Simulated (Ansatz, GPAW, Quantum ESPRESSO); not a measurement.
## Hf: 3 runs at one level of theory

```
Hf
1.0
     4.96233    0.00000    0.00000
    -2.48116    4.29750    0.00000
     0.00000    0.00000    3.08623
Hf
3
Direct
  0.00000 0.00000 0.00000
  0.33333 0.66667 0.50000
  0.66667 0.33333 0.50000
```

This isn't the form of Hf at room conditions, which is hcp.

Alike in all runs: task single point; functional PBEsol; k mesh 6 × 6 × 9; occupations fermi-dirac, width 0.05 eV; no spin polarisation; no spin-orbit coupling. Pressure is positive in compression and, in plane waves, holds the error of the finite cutoff.

| program and potentials | plane-wave cutoff (eV) | notes | pressure (GPa) |
| --- | --- | --- | --- |
| GPAW, PAW data sets generated for this functional | 600 | - | -2.19 |
| Quantum ESPRESSO, GBRV 1.5 PBEsol | 612 | - | -2.61 |
| Ansatz, all-electron LAPW, scalar-relativistic | - | - | -2.66 |

The pressure spans -2.66 (Ansatz, all-electron LAPW, scalar-relativistic) to -2.19 GPa (GPAW, PAW data sets generated for this functional), with all-electron results at -2.66.

Differences between rows come from potentials, basis sets and numerical settings, since the functional is the same but for its coding. Runs on potential files found faulty are left out.
